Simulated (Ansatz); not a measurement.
BaS built on the rocksalt prototype at its r2SCAN geometry, run in the PAW code Ansatz at 4 levels of theory. (Simulation; no magnetic order is allowed.)

The PBE+SOC input:
```yaml
crystal:
  lattice:
    - [0.0, 3.2117958671, 3.2117958671]
    - [3.2117958671, 0.0, 3.2117958671]
    - [3.2117958671, 3.2117958671, 0.0]
  atoms:
    - { symbol: Ba, position: [0.0, 0.0, 0.0] }
    - { symbol: S, position: [0.5, 0.5, 0.5] }
kpoints:
  mp_grid: { grid: [8, 8, 8] }
  band_path:
    path:
      - [0.0, 0.0, 0.0]
      - [0.5, 0.0, 0.5]
      - [0.625, 0.25, 0.625]
      - [0.375, 0.375, 0.75]
      - [0.5, 0.5, 0.5]
      - [0.5, 0.25, 0.75]
      - [0.0, 0.5, 0.5]
    npoints: 1
hamiltonian:
  xc: pbe
scf:
  occupations: { method: fixed }
  n_extra_bands: 8
magnetization:
  noncollinear: true
  spin_orbit: true
output:
  forces: true
  stress: true
  eigenvalues: true
```

Main results, then, where recorded, the levels near the gap in eV from the Fermi energy (columns number the bands from 0), one row a point of the path (Γ, X, U, K, L, W, X):
```
Crystal: 2 atoms, lattice volume = 66.263 Å³
Symmetry: 48 space group operations + 48 with time reversal
Magnetic group: BNS 225.117 (UNI 1619)
```
```
Basis set: ecut = 420 eV, 1291 PW (Γ)
k-points: 29 of 512
SCF 1 converged in 7 iterations: F = -6860.631188 eV  dr2 = 4.10e-9
Free energy (F): -6860.631188 eV
Fermi energy:    5.676534 eV
--- Stress (GPa, compression-positive) ---
        0.084770       0.000000       0.000000
        0.000000       0.084770       0.000000
        0.000000       0.000000       0.084770
  P = ⅓ Tr σ = 0.0848 GPa (0.848 kbar)
```
```tsv
band_8	band_9	band_10	band_11	band_12	band_13	band_14	band_15	band_16	band_17	band_18	band_19	band_20	band_21
-10.312	-10.312	-0.136	-0.136	0.000	0.000	0.000	0.000	3.561	3.561	3.894	3.894	3.894	3.894
-10.222	-10.222	-0.536	-0.536	-0.218	-0.218	-0.080	-0.080	2.187	2.187	5.939	5.939	5.971	5.971
-9.664	-9.664	-0.931	-0.931	-0.593	-0.593	-0.510	-0.510	3.301	3.301	5.827	5.827	6.510	6.510
-9.664	-9.664	-0.931	-0.931	-0.593	-0.593	-0.510	-0.510	3.301	3.301	5.827	5.827	6.510	6.510
-9.029	-9.029	-1.867	-1.867	-1.045	-1.045	-1.012	-1.012	5.452	5.452	5.531	5.531	6.272	6.272
-9.623	-9.623	-1.080	-1.080	-0.546	-0.546	-0.413	-0.413	4.221	4.221	4.255	4.255	6.237	6.237
-10.222	-10.222	-0.536	-0.536	-0.218	-0.218	-0.080	-0.080	2.187	2.187	5.939	5.939	5.971	5.971
```

PBE+SOC gives an indirect gap of 2.19 eV, from Γ to X; the least direct gap is 2.27 eV at X.

Problem. In the first input these blocks are replaced (the band path and keys that only write files left aside):
```yaml
hamiltonian:
  xc: r2scan
scf:
  occupations: { method: fixed }
  n_extra_bands: 4
```
(magnetization left out)
What comes out?

Solution.
```
Basis set: ecut = 500 eV, 1687 PW (Γ)
k-points: 29 of 512
SCF 1 converged in 6 iterations: F = -6875.131565 eV  dr2 = 8.45e-9
Free energy (F): -6875.131565 eV
Fermi energy:    5.397636 eV
--- Stress (GPa, compression-positive) ---
        0.029184       0.000000       0.000000
        0.000000       0.029184       0.000000
        0.000000       0.000000       0.029184
  P = ⅓ Tr σ = 0.0292 GPa (0.292 kbar)
```
```tsv
band_4	band_5	band_6	band_7	band_8	band_9	band_10
-10.704	0.000	0.000	0.000	4.225	4.390	4.390
-10.622	-0.474	-0.115	-0.115	2.578	6.550	6.703
-10.094	-0.860	-0.543	-0.482	3.726	6.355	7.214
-10.094	-0.860	-0.543	-0.482	3.726	6.355	7.214
-9.436	-1.802	-0.984	-0.984	5.946	6.058	6.878
-10.052	-1.028	-0.432	-0.432	4.698	4.698	6.908
-10.622	-0.474	-0.115	-0.115	2.578	6.550	6.703
```
The r2SCAN gap is indirect, 2.58 eV (Γ to X), below the direct gap of 2.69 eV at X. The mean stress is close to zero (0.03 GPa).

Problem. Another run on the same cell gave
```
Basis set: ecut = 420 eV, 1291 PW (Γ)
k-points: 16 of 216
SCF 1 stopped early in 2 iterations: F = -6855.862692 eV  dr2 = 2.98e-4
SCF 2 stopped early in 7 iterations: F = -6859.873524 eV  dr2 = 4.59e-7
hybrid outer 1: dexx = +3.518e-3 eV, tail = 3.95e-6 eV
SCF 3 converged in 2 iterations: F = -6859.873530 eV  dr2 = 1.06e-8
hybrid outer 2: dexx = +4.216e-8 eV, tail = 2.40e-8 eV, Δε = 6.46e-4 eV
Free energy (F): -6859.873530 eV
Fermi energy:    4.785231 eV
--- Stress (GPa, compression-positive) ---
       -0.272542       0.000000       0.000000
        0.000000      -0.272542       0.000000
        0.000000       0.000000      -0.272542
  P = ⅓ Tr σ = -0.2725 GPa (-2.725 kbar)
```
```tsv
band_4	band_5	band_6	band_7	band_8	band_9	band_10
-11.231	0.000	0.000	0.000	4.978	5.440	5.440
-11.127	-0.562	-0.143	-0.143	3.570	7.572	7.590
-10.507	-0.958	-0.603	-0.562	4.756	7.465	8.215
-10.507	-0.958	-0.603	-0.562	4.756	7.465	8.215
-9.794	-1.991	-1.076	-1.076	6.940	7.159	8.007
-10.454	-1.136	-0.500	-0.500	5.763	5.763	7.912
-11.127	-0.562	-0.143	-0.143	3.570	7.572	7.590
```
Which level of theory and mesh gave it?

Solution. It is DDH-PBE0, judged by the exchange loop and the size of the gap (a near hybrid could fit too), on 6×6×6; the blocks that differ from the first input, but for the band path:
```yaml
crystal:
  host: atoms
kpoints:
  mp_grid: { grid: [6, 6, 6] }
hamiltonian:
  xc:
    exchange: pbe
    correlation: pbe
    exx: { coeff: inverse_dielectric }
scf:
  occupations: { method: fixed }
  n_extra_bands: 4
```
(magnetization left out)
The DDH-PBE0 gap is indirect, 3.57 eV (Γ to X), below the direct gap of 3.71 eV at X. The mean stress, -0.3 GPa, is small, and the program warns that its thresholds are loose for a hybrid's stress.

PBE0. Against the first input these blocks differ (the band path and keys that only write files left aside):
```yaml
kpoints:
  mp_grid: { grid: [6, 6, 6] }
hamiltonian:
  xc: pbe0
scf:
  occupations: { method: fixed }
  n_extra_bands: 4
```
(magnetization left out)

```
Basis set: ecut = 420 eV, 1291 PW (Γ)
k-points: 16 of 216
SCF 1 stopped early in 2 iterations: F = -6855.862509 eV  dr2 = 3.25e-4
SCF 2 stopped early in 6 iterations: F = -6860.630299 eV  dr2 = 2.62e-6
hybrid outer 1: dexx = +5.762e-3 eV, tail = 6.95e-6 eV
SCF 3 converged in 3 iterations: F = -6860.630309 eV  dr2 = 3.87e-9
hybrid outer 2: dexx = +1.654e-7 eV, tail = 1.26e-8 eV, Δε = 5.57e-4 eV
Free energy (F): -6860.630309 eV
Fermi energy:    4.621435 eV
--- Stress (GPa, compression-positive) ---
       -0.340107       0.000000       0.000000
        0.000000      -0.340107       0.000000
        0.000000       0.000000      -0.340107
  P = ⅓ Tr σ = -0.3401 GPa (-3.401 kbar)
```
```tsv
band_4	band_5	band_6	band_7	band_8	band_9	band_10
-11.408	0.000	0.000	0.000	5.242	5.723	5.723
-11.302	-0.578	-0.148	-0.148	3.827	7.876	7.891
-10.650	-0.972	-0.613	-0.575	5.025	7.766	8.528
-10.650	-0.972	-0.613	-0.575	5.025	7.766	8.528
-9.919	-2.019	-1.091	-1.091	7.210	7.459	8.324
-10.593	-1.153	-0.510	-0.510	6.044	6.044	8.223
-11.302	-0.578	-0.148	-0.148	3.827	7.876	7.891
```

With PBE0 the valence top lies at Γ and the conduction bottom at X, 3.83 eV higher; the smallest vertical gap, at X, is 3.98 eV. The mean stress, -0.3 GPa, is small, and the program warns that its thresholds are loose for a hybrid's stress.

The hybrids run on coarser meshes, which limits their stresses and small splittings of levels.

Totals of different functionals, or with and without spin-orbit coupling, can't be compared.

Only the levels marked +SOC include spin-orbit coupling.
